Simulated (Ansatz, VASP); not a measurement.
# Ga2H: VASP beside Ansatz

```
Ga H
1.0
     4.46395    0.00000    0.00000
     0.00000    4.46395    0.00000
     0.00000    0.00000    4.46395
Ga H
4 2
Direct
  0.25000 0.25000 0.25000
  0.75000 0.75000 0.25000
  0.75000 0.25000 0.75000
  0.25000 0.75000 0.75000
  0.00000 0.00000 0.00000
  0.50000 0.50000 0.50000
```

Alike in both runs: functional PBE; k mesh 4 × 4 × 4; occupations gaussian, width 0.1 eV; no spin polarisation.

Ansatz relaxed the structure, and its values are those at the end. VASP's run is a single point on that final structure, the one shown.

|  | VASP | Ansatz |
| --- | --- | --- |
| version | VASP 6.6.1 | Ansatz 0.2.0 |
| potentials or method | VASP PAW PBE potentials, release 64 (Ga_d, H) | scalar-relativistic, plane waves, PAW |
| plane-wave cutoff (eV) | 520 | 420 |
| valence electrons in the cell | 54 | 54 |

```csv
,VASP,Ansatz,Ansatz less VASP
gap on the k mesh at the Fermi level (eV),none,none,-
pressure (GPa),-0.2,-0.3,-0.05
```

A gap of «none» marks a metal or a gap that the smearing closes. The functional is the same, so the differences come from potentials, cutoffs and numerics.
